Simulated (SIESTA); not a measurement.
# Al in SIESTA: the effect of basis

Al, a slab with vacuum:

```
CELL_PARAMETERS angstrom
2.82708 0.00000 0.00000
-1.41354 2.44832 0.00000
0.00000 0.00000 24.18599
ATOMIC_POSITIONS crystal
Al 0.00000 0.00000 0.31010
Al 0.33333 0.66667 0.40505
Al 0.00000 0.00000 0.50000
Al 0.66667 0.33333 0.59495
Al 0.00000 0.00000 0.68990
```

The slab is cut from a database's or a generator's crystal, which needn't be the stable form of the element.

Alike in all runs:

| Property | Result |
| --- | --- |
| Program | SIESTA 5.4.2 |
| Task | single point |
| Functional | PBE |
| Potentials or basis | PseudoDojo 0.4 standard (PBE files) |
| Grid cutoff | 500 Ry |
| Energy shift | 0.003 Ry |
| k mesh | 11 × 11 × 1 |
| Occupations | fermi-dirac, width 0.05 eV |
| Spin | no spin polarisation |

```csv
basis,largest force (eV/Å)
SZ,1.32
SZP,?
DZ,0.66
DZP,0.29
DZDP,0.34
TZP,0.30
TZDP,0.34
```

Task: What does the run with basis SZP give?

Result: Largest force 0.64 eV/Å.

Caveats: the basis has no polarisation orbitals (some runs).
